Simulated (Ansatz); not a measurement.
AlAu2 under changes of volume

One of the cells (16.388 Å³/atom); the others are scaled copies at fixed shape and fractional positions:

```
CELL_PARAMETERS angstrom
-1.67151 1.67151 4.39908
1.67151 -1.67151 4.39908
1.67151 1.67151 -4.39908
ATOMIC_POSITIONS crystal
Au 0.34373 0.34373 0.00000
Au 0.65627 0.65627 0.00000
Al 0.00000 0.00000 0.00000
```

The cell comes from a database or a generator and needn't be the stable form of this composition.

| Property | Result |
| --- | --- |
| Program | Ansatz 0.2.0 |
| Functional | r2SCAN |
| Potentials or basis | Ansatz PAW |
| Cutoff | 500 eV (not typed: the program's choice for these potentials) |
| k mesh | 11 × 11 × 11 |
| Occupations | fermi-dirac, width 0.05 eV |
| Spin | no spin polarisation |

```tsv
volume (Å³/atom)	energy over the lowest point (meV/atom)	pressure (GPa)	largest force (eV/Å)
15.405	31.11	11.0	0.116
15.732	13.06	6.8	0.076
16.060	3.01	3.2	0.039
16.388	0.00	-0.1	0.003
16.716	?	?	?
17.043	11.74	-5.4	0.060
17.371	25.03	-7.5	0.087
```

Task: What does the run at 16.716 Å³/atom give?

Result: Energy over the lowest point 3.17 meV/atom; pressure -2.9 GPa; largest force 0.029 eV/Å.

Worked out: A Birch-Murnaghan fit of order 3 (a polynomial in V^(-2/3)) to the other rows has its minimum at 16.38 Å³/atom with B0 = V·E''(V) = 151 GPa and B' = 5.7 at fixed shape and positions, which overstates the stiffness. It gives 3.19 meV/atom at 16.716 Å³/atom, against the run's 3.17, and -dE/dV = -2.9 GPa, against -2.9.

Energies are extrapolated to zero smearing.

Caveats: the PAW data sets come from PBE, with cores solved anew for the run's functional, which leaves a small shift of forces and pressure.
